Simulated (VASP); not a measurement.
Write the native input for VASP 6.6.1 that does the following.

```yaml
Task: relaxation of cell and atoms
Functional: PBEsol
Potentials_or_basis: VASP PAW PBE potentials, release 64 (C)
Cutoff: 600 eV
k_mesh: 14 × 14 × 14
Occupations: gaussian, width 0.03 eV
Spin: no spin polarisation
Further_INCAR_settings: ALGO = Normal; EDIFF = 1e-07; IBRION = 2; EDIFFG = -0.005; NSW = 90; ISIF = 3
```

The structure of C lies in POSCAR:

```
C                                       
1.0
    0.0000000000      1.7774542777      1.7774542777
    1.7774542777     -0.0000000000      1.7774542777
    1.7774542777      1.7774542777      0.0000000000
  C             
     2
Direct
     0.0000000000000000    0.0000000000000000    0.0000000000000000
     0.2500000000000000    0.2500000000000000    0.2500000000000000
```

This isn't the form of C at room conditions, which is graphite.

One way to write it, as run:

INCAR

```
SYSTEM = C
  PREC = Accurate
  ENCUT = 600
  EDIFF = 1E-7
  ISMEAR = 0
  SIGMA = 0.03
  LREAL = .FALSE.
  LASPH = .TRUE.
  NELM = 80
  ALGO = Normal
  ISIF = 3
  LWAVE = .FALSE.
  LCHARG = .FALSE.
  GGA = PS
  IBRION = 2
  NSW = 90
  EDIFFG = -0.005
```

KPOINTS

```
Automatic mesh
0
G
  14 14 14
  0 0 0
```

Potentials or basis: VASP PAW PBE potentials, release 64 (C).

The run is started by

```bash
$ cat potpaw_PBE.64/C/POTCAR > POTCAR
$ mpirun -np 1 vasp_std > vasp.out
```

It gave:

```json
{
 "Pressure after relaxing": "0.0 GPa",
 "Band gap on the k mesh": "4.03 eV, indirect (least direct gap 5.57 eV)"
}
```

Caveat: the relaxation stopped at its first step, so nothing moved; the PAW data sets were made with another functional, which shifts forces and pressure a little.

Wall time 4.2 s on 1 thread of Intel(R) Xeon(R) 6975P-C (Granite Rapids), on a shared host, peak memory 0.12 GiB.
